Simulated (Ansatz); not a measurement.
Clean, relaxed (101) surface of C, space group R-3m (No. 166) (top face towards +c; atoms held fixed, by place in the list: 1, 2, 3, 4):

```
CELL_PARAMETERS angstrom
2.45891 0.00000 0.00000
-1.22946 3.66745 0.00000
0.00000 0.00000 23.96393
ATOMIC_POSITIONS crystal
C 0.79679 0.59357 0.35470
C 0.31560 0.63119 0.38376
C 0.35298 0.70596 0.44188
C 0.87179 0.74357 0.47094
C 0.91146 0.82292 0.52950
C 0.43147 0.86295 0.55789
C 0.47464 0.94928 0.61785
C 0.99379 0.98759 0.64304
```

Level of theory: Ansatz 0.2.0, DFT PBEsol, scalar-relativistic, plane waves, PAW. Settings: cutoff 420 eV, Γ-centred mesh 12×8×1 on the computed 8-atom cell, Gaussian smearing of 0.05 eV; no spin polarisation. A dipole correction removes the field between periodic images along c.

With the adsorbate the run is spin-polarised, so any moments that the slab's own atoms take up count into E_ads.

E_ads counts from the clean slab and the free adsorbate (spin-polarised where it has unpaired electrons); negative means bound. With the adsorbate the cell is lengthened along c to keep the vacuum.

Problem. N (atom) is put at the bridge (C-C) at (0.73, 0.97) site, one adsorbate per 9.0 Å². What structure does it relax to?

Solution. E_ads = -6.25 eV. Contacts: N–C 1.29 Å.

```xyz
9
Lattice="2.4589 0.0000 0.0000 -1.2295 3.6674 0.0000 0.0000 0.0000 25.9639" Properties=species:S:1:pos:R:3 pbc="T T T"
C     1.2295    2.1769    8.5000
C     0.0000    2.3149    9.1963
C     0.0000    2.5891   10.5892
C     1.2295    2.7270   11.2855
C     1.2296    2.9630   12.6800
C     0.0002    3.0709   13.3910
C     0.0003    3.2629   14.7761
C     1.2296    3.3647   15.5341
N     1.2299    3.5387   16.8089
```

Each end is the local minimum or symmetric point that its start leads to. The slab is only 7.0 Å thick, so the energies aren't converged with thickness.

For at least one of the starts the bottom face's work function also shifts by over 0.1 eV: the slab is too thin to screen the adsorbate, so the work functions aren't converged with thickness.